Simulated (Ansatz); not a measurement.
# SnO2: the cost of one run

Method: DFT PBEsol, scalar-relativistic, plane waves, PAW, in Ansatz 0.2.0.

17 further runs of the same task are left out: 1 that didn't finish, 16 set aside as unsound or not needed.

### Step 1. The structure to begin with

The structure is trigonal, space group R-3m (No. 166). Conventional cell: a = 3.211 Å, b = 3.211 Å, c = 13.231 Å, α = 90.00°, β = 90.00°, γ = 120.00°. Around Sn (site symmetry -3m) lie 6 O at 2.10 Å. O (site symmetry 3m) has 3 Sn at 2.10 Å as nearest neighbours.

Structure file:

```cif
data_structure
_symmetry_space_group_name_H-M 'P 1'
_symmetry_Int_Tables_number 1
_cell_length_a 4.7841
_cell_length_b 4.7841
_cell_length_c 4.7841
_cell_angle_alpha 39.214
_cell_angle_beta 39.214
_cell_angle_gamma 39.214
_cell_volume 39.38
loop_
_atom_site_label
_atom_site_type_symbol
_atom_site_fract_x
_atom_site_fract_y
_atom_site_fract_z
_atom_site_occupancy
Sn1 Sn 0.50000 0.50000 0.50000 1
O1 O 0.24144 0.24144 0.24144 1
O2 O 0.75856 0.75856 0.75856 1
```

It goes back to an entry of the Materials Project, which need not be the stable form.

This cell was relaxed beforehand with the same method: volume 13.13 Å³/atom, gap on the mesh 1.80 eV.

### Step 2. Plan of the line

The energy is mapped over the lattice constants a and c of the conventional cell.

The axes are (1) lattice constant a (and b): 7 values from 3.050 to 3.371 Å; (2) lattice constant c: 7 values from 12.173 to 14.290 Å.

Nothing else is relaxed (fractional coordinates fixed). Energies count from the relaxed crystal. Points are written as (first, second).

### Step 3. The run at (3.050 Å, 14.290 Å)

The input, input.yaml:

```yaml
crystal:
  lattice:
    - [1.52515, 0.8805457631, 4.7632]
    - [-1.52515, 0.8805457631, 4.7632]
    - [0.0, -1.7610915261, 4.7632]
  atoms:
    - { symbol: Sn, position: [0.5, 0.5, 0.5] }
    - { symbol: O, position: [0.2414378084, 0.2414378084, 0.2414378084] }
    - { symbol: O, position: [0.7585621916, 0.7585621916, 0.7585621916] }
basis:
  ecutwfc: 520.0
kpoints:
  mp_grid: { grid: [12, 12, 12] }
hamiltonian:
  xc: pbesol
  pseudopotentials: { kind: paw, azcp: { folder: soft_1 } }
scf:
  occupations: { method: gaussian, width: 0.05 }
output:
  forces: true
  stress: true
  eigenvalues: true
  write_density: true
  write_potential: true
  elf: true
  volumetric_format: npy
```

Command:

```console
ansatz run input.yaml --threads 1 --pin off --max-ram 2048MiB --backend cpu --events-out ev --progress --plain --runs-dir out
```

What time and memory should one allow on 1 thread of Arm Neoverse N1, shared host?

About 24 s, with a peak of 0.39 GiB.
